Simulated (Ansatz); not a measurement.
**Ge: from a guess to a relaxed structure**

Computed with Ansatz, DFT PBE, scalar-relativistic, plane waves, PAW. Cutoff 420 eV, Gaussian smearing, Γ-centred meshes. Cell and atoms relax first on a coarse mesh and then on a finer one. In between, the cell is made exact in the group found at 0.06 Å. In metals the finer mesh still leaves noise of several meV/atom or more. The steps can't lower the symmetry of their start. No spin polarisation.

The cell of Ge is invented: random cell by space group and Wyckoff sites (P6/mmm, No. 191). Its size is a rough estimate.

```xyz
6
Lattice="4.6294 0.0000 0.0000 -2.3147 4.0092 0.0000 0.0000 0.0000 7.4012" Properties=species:S:1:pos:R:3 pbc="T T T"
Ge    0.0000    2.6728    5.7179
Ge    0.0000    2.6728    1.6833
Ge    2.3147    1.3364    1.6833
Ge    2.3147    1.3364    5.7179
Ge    0.0000    0.0000    0.0000
Ge    0.0000    0.0000    3.7006
```

Energies count from the standard state of Ge at the same level.

Problem. Which structure results?

Solution. The symmetry stays P6/mmm (No. 191). The end has the omega type. The volume per atom shrinks by 15.4 %, from 22.9 to 19.4 Å³. The shortest distance goes from 2.67 Å (Ge–Ge) to 2.81 Å (Ge–Ge). The ratio c/a of the conventional cell changes by a factor of 0.36. The energy falls by about 0.16 eV/atom (the start's value is from the coarse mesh). The end is written in a standard setting, so origin, axes and order of atoms can differ from the start's. Conventional cell: a = 4.885 Å, c = 2.812 Å. Around Ge on a site of symmetry -6m2 lie 5 Ge at 2.81–2.82 Å and 6 Ge at 3.15 Å; Ge on a site of symmetry 6/mmm has 2 Ge at 2.81 Å and 12 Ge at 3.15 Å.

```cif
data_structure
_symmetry_space_group_name_H-M 'P6/mmm'
_symmetry_Int_Tables_number 191
_cell_length_a 4.8851
_cell_length_b 4.8851
_cell_length_c 2.8125
_cell_angle_alpha 90.000
_cell_angle_beta 90.000
_cell_angle_gamma 120.000
_cell_volume 58.13
loop_
_atom_site_label
_atom_site_type_symbol
_atom_site_symmetry_multiplicity
_atom_site_Wyckoff_symbol
_atom_site_fract_x
_atom_site_fract_y
_atom_site_fract_z
_atom_site_occupancy
Ge1 Ge 2 d 0.33333 0.66667 0.50000 1
Ge2 Ge 1 a 0.00000 0.00000 0.00000 1
```

Problem. Give its energy and gap.

Solution. The energy over the standard state is +0.33 eV/atom and the gap on the 12×12×16 mesh of the 3-atom cell is 0 eV (a metal).

It lies above the standard state, so it could only be metastable.

The last run used Gaussian smearing of 0.10 eV. Symmetry constrained the relaxation, so the result can be a saddle point. In all, the 3 runs took 6 min on 1 thread of Arm Neoverse N1, on a shared host.
